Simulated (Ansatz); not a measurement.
Starting cell, CsCl (CsCl type):

```
CsCl
1.0
    4.20527     0.00000     0.00000
    0.00000     4.20527     0.00000
    0.00000     0.00000     4.20527
Cs Cl
1 1
Cartesian
  0.00000   0.00000   0.00000
  2.10263   2.10263   2.10263
```

In this cell atom 1 (Cs, nearest neighbour Cl at 3.642 Å; its periodic images, 4.2 Å or more away, move with it) is moved by s along Cartesian x, unit vector (1.000, 0.000, 0.000); all other atoms and the cell stay fixed.

Computed with PBE (plane waves to 420 eV, PAW, scalar-relativistic; Ansatz, a quantum-chemistry and plane-wave program). k mesh 6×6×6 (Γ-centred), Fermi-Dirac smearing 0.05 eV. Energies are smeared free energies. CsCl was relaxed with its symmetry unable to fall. The zero of ΔE is the undisplaced structure.

```csv
s (Å),ΔE (meV/cell)
-1.090,401
-0.872,withheld
-0.654,134
-0.436,57
-0.218,14
0.000,0
0.218,14
0.436,57
0.654,134
0.872,withheld
1.090,401
```

Question: Fit an even polynomial form (powers 2, 4) to the given rows and predict ΔE at s = 0.872.

Answer: Least squares on the 9 given rows: ΔE = (297.8)·s² + (33.48)·s⁴, in meV/cell with s in Å; root-mean-square residual 0.5 meV/cell. At 0.872 the fit gives 246 meV/cell; the calculation gives 249 meV/cell, so the interpolation is off by -3 (-1.2 %). The quadratic term alone would give 226 meV/cell.

(A displaced cell: forces are minus the slopes of the energy, force constants its curvatures, and phonons follow from these.)
